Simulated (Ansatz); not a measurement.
# Ga2O3: the cost of one run

Program: Ansatz 0.2.0. Level of theory: DFT PBE, scalar-relativistic, plane waves, PAW. These are calculated values, not measurements.

3 further runs of the same task are left out: 3 set aside as unsound or not needed. Runs told in other sessions of the task aren't counted.

## 1. The structure to begin with

The cell holds 40 atoms (Ga15O24Yb): a = 7.639 Å, b = 7.757 Å, c = 8.519 Å, α = 72.52°, β = 75.43°, γ = 67.19°.

The coordinates of this cell stand in the input of its own run.

The host was relaxed before at PBE: a = 12.454 Å, b = 3.083 Å, c = 5.878 Å, α = 90.00°, β = 103.70°, γ = 90.00° (conventional cell), 10.964 Å³/atom.

Places, in fractions of the supercell: Yb in place of Ga at (0.651, 0.666, 0.663). The start keeps the symmetry of the ideal site.

## 2. Band edges of the host over the zone

The input, input.yaml:

```yaml
crystal:
  lattice:
    - [6.2270641294, -1.5416333309, 0.0062291728]
    - [6.2270641294, 1.5416333309, 0.0062291728]
    - [-1.3979713164, 0.0, 5.7089230144]
  atoms:
    - { symbol: Ga, position: [0.3414968551, 0.3414968551, 0.685823534] }
    - { symbol: Ga, position: [0.6585031449, 0.6585031449, 0.314176466] }
    - { symbol: Ga, position: [0.9100739519, 0.9100739519, 0.2052722452] }
    - { symbol: Ga, position: [0.0899260481, 0.0899260481, 0.7947277548] }
    - { symbol: O, position: [0.5039749286, 0.5039749286, 0.7433111707] }
    - { symbol: O, position: [0.4960250714, 0.4960250714, 0.2566888293] }
    - { symbol: O, position: [0.8263039786, 0.8263039786, 0.4356635101] }
    - { symbol: O, position: [0.1736960214, 0.1736960214, 0.5643364899] }
    - { symbol: O, position: [0.1635085038, 0.1635085038, 0.1092008792] }
    - { symbol: O, position: [0.8364914962, 0.8364914962, 0.8907991208] }
basis:
  ecutwfc: 420
  xc_grid: 2
kpoints:
  mp_grid: { grid: [8, 8, 4] }
  band_path: { path: [VBM, CBM], npoints: 2 }
hamiltonian:
  xc: pbe
scf:
  occupations: { method: gaussian, width: 0.02 }
output:
  forces: true
  stress: true
  eigenvalues: true
```

Command:

```console
$ ansatz run input.yaml --threads 8 --pin off --max-ram 16384MiB --backend cpu --events-out ev --progress --plain --runs-dir out
```

Q: Estimate wall time and peak memory on 8 threads of Arm Neoverse V1, shared host.

About 14 s, with a peak of 0.78 GiB.
